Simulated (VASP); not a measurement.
# W: single point with PBEsol

The system is W.

```
W
1.0
     2.61349    0.00000    0.00000
     0.00000    2.61349    0.00000
     0.00000    0.00000    2.61349
W
1
Direct
  0.00000 0.00000 0.00000
```

The cell was built by a generator and needn't be a form met in nature.

```json
{
  "Program": "VASP 6.6.1",
  "Task": "single point",
  "Functional": "PBEsol",
  "Potentials or basis": "VASP PAW PBE potentials, release 64 (W_sv)",
  "Cutoff": "520 eV",
  "k mesh": "13 × 13 × 13",
  "Occupations": "fermi-dirac, width 0.136057 eV",
  "Spin": "no spin polarisation"
}
```

The pressure is -0.9 GPa and the band gap on the k mesh is none (metal or under the smearing width).

Levels at points of the mesh, in eV from the Fermi level:
```tsv
k point	band 5	band 6	band 7	band 8	band 9	band 10
(0.00, 0.00, 0.00)	-8.75	-4.49	-4.49	4.83	4.83	4.83
```

Run time: 16 s on 1 thread of Intel(R) Xeon(R) Platinum 8488C (Sapphire Rapids), with other jobs on the host, peak memory 0.13 GiB.

Caveat: the PAW data sets were made with another functional, which shifts forces and pressure a little. Spin-orbit coupling is left out, which matters for the levels of W.
